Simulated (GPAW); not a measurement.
Runs of GPAW 26.7.0 on Si2Ni. Symmetry: Fm-3m, No. 225, cubic system. Conventional cell: a = 5.406 Å, b = 5.406 Å, c = 5.406 Å, α = 90.00°, β = 90.00°, γ = 90.00°. Around Ni (site symmetry m-3m) lie 8 Si at 2.34 Å. Around Si (site symmetry -43m) lie 4 Ni at 2.34 Å. 

| level | potentials or basis | eigensolver | pressure (GPa) | moment (μB) |
| --- | --- | --- | --- | --- |
| BLYP | PAW data sets generated in the run's folder for this functional, pw | davidson | 11.6 | 0.00 |
| AM05 | PAW data sets generated in the run's folder for this functional, pw | - | -0.6 | 0.00 |
| revPBE | the program's PAW data sets (release 1.2.1) made for this functional, pw | - | 7.2 | 0.00 |
| vdW-DF2 | GPAW PAW data sets (gpaw-data 1.2.1), pw | - | - | 0.00 |
| RPBE | the program's PAW data sets (release 1.2.1) made for this functional, pw | - | (a) | 0.00 |

Alike in all rows: task band structure; spin collinear, ferromagnetic start; cell as given; k mesh 9 × 9 × 9; cutoff (eV) 600; smearing fermi-dirac 0.05 eV.

Q: Fill in the values left out.

A: (a) 8.0.

Caveats: the stock nickel data set gives pressures a few GPa off other programs; the PAW data sets were made with another functional, which shifts forces and pressure a little (some runs).
